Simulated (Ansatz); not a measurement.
Crystal: BaTiO3.

```xyz
10
Lattice="-2.8277 -1.6326 -2.3177 2.8277 -4.8977 0.0000 -2.8277 -1.6326 4.6355" Properties=species:S:1:pos:R:3 pbc="T T T"
Ba    0.0173   -6.4883    4.4750
Ba   -2.8449   -4.9396    0.1605
Ti   -0.0507   -6.4912    1.1667
Ti    0.0507   -3.3041   -0.9720
O    -2.9184   -3.1975    2.1689
O     0.0907   -4.8993   -0.0148
O    -1.2876   -5.6890    2.2893
O    -1.4829   -2.5067   -0.1352
O    -4.0760   -2.5422   -0.0739
O     1.1912   -2.3885   -0.0897
```

| Quantity | Value |
| --- | --- |
| Program | Ansatz 0.2.0 |
| Task | relaxation of cell and atoms |
| Functional | r2SCAN |
| Potentials or basis | Ansatz PAW |
| Cutoff | 500 eV (not typed: the program's choice for these potentials) |
| k mesh | 7 × 5 × 5 |
| Occupations | fermi-dirac, width 0.05 eV |
| Spin | no spin polarisation |

At the start: volume 12.84 Å³/atom.

How do energy, volume and symmetry change on relaxing?

It ends after 13 steps and the volume is 13.03 Å³/atom (+1.5 %); space group R3m (No. 160, to 0.05 Å).

The path:
| step | energy change (eV) | largest force (eV/Å) | volume (Å³) |
| --- | --- | --- | --- |
| 1 | 0.0000 | 3.2775 | 128.39 |
| 2 | -0.7223 | 1.6636 | 131.00 |
| 3 | -1.0045 | 0.0973 | 129.57 |
| 4 | -1.0045 | 0.1463 | 130.23 |
| 5 | -1.0085 | 0.0379 | 130.17 |
| 6 | -1.0095 | 0.0152 | 130.25 |
| 7 | -1.0102 | 0.0048 | 130.24 |
| 8 | -1.0102 | 0.0229 | 130.24 |
| 9 | -1.0119 | 0.0697 | 130.34 |
| 10 | -1.0144 | 0.0270 | 130.37 |
| 11 | -1.0147 | 0.0024 | 130.27 |
| 12 | -1.0147 | 0.0092 | 130.30 |
| 13 | -1.0155 | 0.0094 | 130.30 |

Final structure:
```yaml
crystal:
  lattice:
    - [-2.84966, -1.64525, -2.31426]
    - [2.84076, -4.91972, -0.00043]
    - [-2.86123, -1.65132, 4.64691]
  atoms:
    - { symbol: Ba, position: [0.01126, 0.99989, 0.00282] }
    - { symbol: Ba, position: [0.01125, 0.50005, 0.50278] }
    - { symbol: Ti, position: [0.52462, 0.99992, 0.51628] }
    - { symbol: Ti, position: [0.52458, 0.49996, 0.01630] }
    - { symbol: O, position: [0.49830, 0.24522, 0.73496] }
    - { symbol: O, position: [0.49832, 0.74519, 0.23497] }
    - { symbol: O, position: [0.49833, 0.75486, 0.73495] }
    - { symbol: O, position: [0.49833, 0.25488, 0.23493] }
    - { symbol: O, position: [0.98880, 0.00001, 0.48971] }
    - { symbol: O, position: [0.98882, 0.50002, 0.98971] }
```

Caveat: the plane-wave basis is chosen anew once the cell has moved, so the energies of steps on either side of that aren't comparable; the PAW data sets come from PBE, with cores solved anew for the run's functional, which leaves a small shift of forces and pressure.
